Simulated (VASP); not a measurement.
Input of a VASP 6.6.1 run:

The input INCAR:

```
PREC = Accurate
ENCUT = 900
EDIFF = 1E-8
ISMEAR = 0
SIGMA = 0.05
LREAL = False
LASPH = True
NELM = 100
ALGO = Normal
ISIF = 2
LWAVE = False
LCHARG = False
GGA = CA
ADDGRID = False
```

The input KPOINTS:

```
Automatic mesh
0
Gamma
  8 8 8
```

POSCAR

```
BaTiO3
1.0
    4.0060000000      0.0000000000      0.0000000000
    0.0000000000      4.0060000000      0.0000000000
    0.0000000000      0.0000000000      4.0060000000
Ba Ti O
1 1 3
Direct
    0.4701120000      0.5031600000      0.5056990000
   -0.0202070000      0.0016430000     -0.0204470000
   -0.0270160000     -0.0188640000      0.5097340000
   -0.0003670000      0.4971430000     -0.0056670000
    0.4958670000     -0.0087980000      0.0064420000
```

Potentials or basis: VASP PAW LDA potentials, release 64 (Ba_sv, Ti_sv, O).

Command:

```bash
$ cat potpaw_LDA.64/Ba_sv/POTCAR potpaw_LDA.64/Ti_sv/POTCAR potpaw_LDA.64/O/POTCAR > POTCAR
$ mpirun -np 1 vasp_std > vasp.out
```

Problem. What does it give for the band gap on the k mesh?

Solution. 1.82 eV, indirect (least direct gap 2.10 eV).

Problem. What does it give for the pressure?

Solution. -5.8 GPa.

Forces on the atoms (eV/Å):
```
Ba   0.356 -0.144 -0.372
Ti  -0.417  0.007  0.039
O    0.351  0.388  0.159
O   -0.165 -0.447  0.205
O   -0.126  0.197 -0.032
```

Caveat: spin-orbit coupling is left out, which moves the levels of the heavy elements. A k mesh can miss the band edges.
